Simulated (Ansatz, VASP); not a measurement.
Two plane-wave programs on TaN

File POSCAR:

```
TaN
1.0
    0.0000000000      2.2113230000      2.2113230000
    2.2113230000      0.0000000000      2.2113230000
    2.2113230000      2.2113230000      0.0000000000
Ta N
1 1
Direct
    0.5000000000      0.5000000000      0.5000000000
    0.0000000000      0.0000000000      0.0000000000
```

File INCAR.step1:

```
SYSTEM = TaN
PREC = Accurate
ENCUT = 520
ISMEAR = -1
SIGMA = 0.05
LREAL = .FALSE.
LASPH = .TRUE.
NELM = 60
NBANDS = 15
GGA = PE
ALGO = Normal
EDIFF = 1E-4
LWAVE = .TRUE.
LCHARG = .FALSE.
```

File INCAR.step2:

```
SYSTEM = TaN
PREC = Accurate
ENCUT = 520
EDIFF = 1E-7
ISMEAR = -1
SIGMA = 0.05
LREAL = .FALSE.
LASPH = .TRUE.
NELM = 60
ALGO = Normal
ISIF = 2
LWAVE = .FALSE.
LCHARG = .FALSE.
METAGGA = R2SCAN
LMIXTAU = .TRUE.
NBANDS = 15
ISTART = 1
```

The input KPOINTS:

```
Automatic mesh
0
G
  10 10 10
  0 0 0
```

input.yaml

```yaml
crystal:
  lattice:
    - [0.0, 2.211323, 2.211323]
    - [2.211323, 0.0, 2.211323]
    - [2.211323, 2.211323, 0.0]
  atoms:
    - { symbol: Ta, position: [0.5, 0.5, 0.5] }
    - { symbol: "N", position: [0.0, 0.0, 0.0] }
hamiltonian:
  xc: r2scan
  pseudopotentials: { kind: paw }
kpoints:
  mp_grid: { grid: [10, 10, 10] }
  band_path:
    path:
      - [[0.0, 0.0, 0.0], [0.5, 0.0, 0.5], [0.5, 0.25, 0.75], [0.375, 0.375, 0.75], [0.0, 0.0, 0.0], [0.5, 0.5, 0.5], [0.625, 0.25, 0.625], [0.5, 0.25, 0.75], [0.5, 0.5, 0.5], [0.375, 0.375, 0.75]]
      - [[0.625, 0.25, 0.625], [0.5, 0.0, 0.5]]
    npoints: 14
scf:
  occupations: { method: fermi_dirac, width: 0.05 }
  n_extra_bands: 6
output:
  forces: true
  stress: true
  eigenvalues: true
  fatbands: false
```

The cell comes from a database or a generator and needn't be the stable form of this composition.

Alike in both runs: functional r2SCAN; k mesh 10 × 10 × 10; occupations fermi-dirac, width 0.05 eV; no spin polarisation.

|  | VASP | Ansatz |
| --- | --- | --- |
| version | VASP 6.6.1 | Ansatz 0.2.0 |
| potentials or method | VASP PAW PBE potentials, release 64 (Ta_pv, N) | Ansatz PAW |
| plane-wave cutoff (eV) | 520 | 500 |
| valence electrons in the cell | 16 | 18 |
| task | single point | band structure |

|  | VASP | Ansatz | Ansatz less VASP |
| --- | --- | --- | --- |
| gap on the k mesh at the Fermi level (eV) | none | none | - |
| pressure (GPa) | -4.4 | -6.2 | -1.80 |

A gap of «none» marks a metal or a gap that the smearing closes. The two sets of potentials don't hold the same shells in valence.

Caveats: the PAW data sets were made with another functional, which shifts forces and pressure a little (VASP); spin-orbit coupling is left out, which moves the levels of the heavy elements (Ansatz); the PAW data sets come from PBE, with cores solved anew for the run's functional, which leaves a small shift of forces and pressure (Ansatz). The runs have no spin-orbit coupling, so splittings on Ta are missing.
